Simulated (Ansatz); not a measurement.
The system is I.

```
I
1.0
     3.63503   -2.39502    0.00000
     3.63503    2.39502    0.00000
     0.00000    0.00000    9.79344
I
4
Direct
  0.64930 0.35070 0.38440
  0.14930 0.85070 0.11560
  0.35070 0.64930 0.61560
  0.85070 0.14930 0.88440
```

```yaml
Program: Ansatz 0.2.0
Task: relaxation of cell and atoms
Functional: BLYP
Dispersion: D4
Potentials_or_basis: Ansatz PAW
Cutoff: "420 eV (not typed: the program's choice for these potentials)"
k_mesh: 7 × 7 × 3
Occupations: fermi-dirac, width 0.05 eV
Spin: no spin polarisation
```

At the start: volume 42.63 Å³/atom.

**Question.** Where does the relaxation end?

**Answer.** It ends after 7 steps and the volume is 40.38 Å³/atom (-5.3 %); space group Cmce (No. 64, to 0.05 Å).

The path:
| step | energy change (eV) | largest force (eV/Å) | volume (Å³) |
| --- | --- | --- | --- |
| 1 | 0.0000 | 1.1350 | 170.52 |
| 2 | -0.1287 | 0.3484 | 156.77 |
| 3 | -0.1637 | 0.2343 | 162.21 |
| 4 | -0.1967 | 0.0202 | 162.56 |
| 5 | -0.1980 | 0.0046 | 161.25 |
| 6 | -0.1984 | 0.0016 | 161.50 |
| 7 | -0.1970 | 0.0016 | 161.50 |

Final structure:
```cif
data_structure
_symmetry_space_group_name_H-M 'P 1'
_symmetry_Int_Tables_number 1
_cell_length_a 4.2898
_cell_length_b 4.2898
_cell_length_c 9.6929
_cell_angle_alpha 90.000
_cell_angle_beta 90.000
_cell_angle_gamma 64.880
_cell_volume 161.50
loop_
_atom_site_label
_atom_site_type_symbol
_atom_site_fract_x
_atom_site_fract_y
_atom_site_fract_z
_atom_site_occupancy
I1 I 0.67234 0.32766 0.37781 1
I2 I 0.17234 0.82766 0.12219 1
I3 I 0.32766 0.67234 0.62219 1
I4 I 0.82766 0.17234 0.87781 1
```

Caveat: the plane-wave basis is chosen anew once the cell has moved, so the energies of steps on either side of that aren't comparable; the PAW data sets come from PBE, with cores solved anew for the run's functional, which leaves a small shift of forces and pressure.
